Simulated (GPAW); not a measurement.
SiC (Moissanite):

```xyz
4
Lattice="3.0760 0.0000 0.0000 -1.5380 2.6639 0.0000 0.0000 0.0000 5.0480" Properties=species:S:1:pos:R:3 pbc="T T T"
Si    1.5380    0.8880    2.5240
Si    0.0000    1.7759    0.0000
C     1.5380    0.8880    4.4675
C     0.0000    1.7759    1.9435
```

```yaml
Program: GPAW 26.7.0
Task: relaxation of cell and atoms
Functional: revPBE
Dispersion: D3
Potentials_or_basis: the program's PAW data sets (release 1.2.1) made for this functional
Cutoff: 800 eV
Basis: pw
k_mesh: 7 × 7 × 4
Occupations: fermi-dirac, width 0.05 eV
Spin: no spin polarisation
```

At the start: pressure 3.4 GPa; volume 10.34 Å³/atom.

Where does the relaxation end?

Over 25 steps the energy falls by 10.7 meV/atom and the volume is 10.50 Å³/atom (+1.5 %); space group P6_3mc (No. 186, to 0.05 Å).

Step by step:
```csv
step,energy change (eV),largest force (eV/Å),pressure (GPa),volume (Å³)
1,0.0000,0.7609,3.39,41.36
2,-0.0216,0.5171,2.88,41.43
3,-0.0393,0.0687,2.09,41.56
4,-0.0320,0.4290,1.09,41.76
5,-0.0339,0.3844,1.05,41.76
6,-0.0370,0.3006,0.97,41.78
7,-0.0400,0.1885,0.86,41.79
8,-0.0420,0.0614,0.73,41.81
9,-0.0422,0.0655,0.58,41.84
10,-0.0422,0.0641,0.57,41.84
11,-0.0422,0.0612,0.57,41.85
12,-0.0422,0.0570,0.55,41.85
13,-0.0423,0.0515,0.54,41.85
14,-0.0423,0.0449,0.52,41.85
15,-0.0424,0.0373,0.50,41.86
16,-0.0424,0.0290,0.47,41.86
17,-0.0425,0.0192,0.44,41.87
18,-0.0425,0.0082,0.39,41.88
19,-0.0426,0.0035,0.34,41.89
20,-0.0426,0.0143,0.27,41.90
21,-0.0427,0.0229,0.20,41.92
22,-0.0427,0.0280,0.11,41.93
23,-0.0427,0.0286,0.02,41.95
24,-0.0428,0.0241,-0.07,41.97
25,-0.0428,0.0144,-0.15,41.98
```

Final structure:
```xyz
4
Lattice="3.0916 0.0000 0.0000 -1.5458 2.6774 0.0000 0.0000 0.0000 5.0719" Properties=species:S:1:pos:R:3 pbc="T T T"
Si    1.5458    0.8925    2.5593
Si    0.0000    1.7850    0.0233
C     1.5458    0.8925    4.4653
C     0.0000    1.7850    1.9293
```

Caveat: later steps reuse the first step's grids.
